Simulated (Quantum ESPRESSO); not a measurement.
**KBr in Quantum ESPRESSO: the effect of functional**

Crystal: KBr.

```xyz
2
Lattice="0.0000 3.3000 3.3000 3.3000 0.0000 3.3000 3.3000 3.3000 0.0000" Properties=species:S:1:pos:R:3 pbc="T T T"
Br    3.3000    3.3000    3.3000
K     0.0000    0.0000    0.0000
```

Alike in all runs:

```yaml
Program: Quantum ESPRESSO 7.5
Task: phonons
k_mesh: 2 × 2 × 2, shifted
Occupations: fermi-dirac, width 0.05 eV
Spin: no spin polarisation
```

Each run relaxes the cell or the atoms first.

| functional | potentials or basis | cutoff | relaxed volume (Å³/atom) | dielectric constant (mean) | highest phonon frequency (cm⁻¹) |
| --- | --- | --- | --- | --- | --- |
| LDA | PseudoDojo 0.4.1 SR LDA standard | 980 eV | 32.10 | 2.70 | 135 |
| PBE | PseudoDojo 0.4.1 SR PBE standard | 1007 eV | 37.48 | 2.46 | 103 |
| AM05 | PseudoDojo 0.4.1 SR PBE standard | 1007 eV | 36.94 | 2.48 | 100 |
| revPBE | PseudoDojo 0.4.1 SR PBE standard | 1007 eV | 40.63 | 2.34 | 86 |
| PW91 | PseudoDojo 0.4.1 SR PBE standard | 1007 eV | ? | ? | ? |
| vdW-DF-cx | PseudoDojo 0.4.1 SR PBE standard | 1007 eV | 35.94 | 2.51 | 117 |

Q: What does the run with functional PW91 give?

A: Relaxed volume 37.40 Å³/atom; dielectric constant 2.47 mean; highest phonon frequency 100 cm⁻¹.

Caveats: all runs use coarse meshes; the potentials were made for another functional, which shifts forces and pressure (some runs); the relaxation stopped at its first step, so nothing moved (some runs).
